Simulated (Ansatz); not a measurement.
This Ansatz 0.2.0 run on ZrB2 needs a look.

input.yaml

```yaml
crystal:
  lattice:
    - [3.17, 0.0, 0.0]
    - [-1.585, 2.74530053, 0.0]
    - [0.0, 0.0, 3.533]
  atoms:
    - { symbol: Zr, position: [0.0, 0.0, 0.0] }
    - { symbol: B, position: [0.6666666667, 0.3333333333, 0.5] }
    - { symbol: B, position: [0.3333333333, 0.6666666667, 0.5] }
hamiltonian:
  xc: lda
  pseudopotentials: { kind: paw, xc_functional: lda, accuracy: standard }
kpoints:
  mp_grid: { grid: [10, 10, 8] }
scf:
  occupations: { method: methfessel_paxton, width: 0.1 }
  n_extra_bands: 7
  max_iter: 100
output:
  forces: true
  stress: true
  eigenvalues: true
  dos: { projected: false, de: 0.05, nscf_kmesh: { grid: [15, 15, 12] } }
magnetization:
  spin_polarized: true
  initial_magnetization: 15
```

Potentials or basis: JTH PAW LDA.

Command:

```sh
$ ansatz run input.yaml --threads 2 --pin off --max-ram 5120MiB --backend cpu --events-out ev --progress --plain --runs-dir out
```

Output:

```text
Error: inconsistent input (scf.n_extra_bands): n_bands = 16 cannot host the net starting moment |Σ_I m_I| = 15.0000 μB: with N_el = 18 the majority spin channel must hold (N_el + |M|)/2 = 16.5000 electrons at no more than one per band — at least 17 bands (16 bands cap the reachable moment at 2·n_bands − N_el = 14.0000 μB); raise scf.n_extra_bands until at least 17 bands are solved (omitted, it auto-derives to 21) or lower the seeds (crystal.atoms[].spin / magnetization.per_species / magnetization.initial_magnetization)
```

Question: Diagnose the run.

Answer: The program refused the input. The input holds a flaw that was put in on purpose: an impossible spin (magnetization = spin_polarized True, initial_magnetization 15).
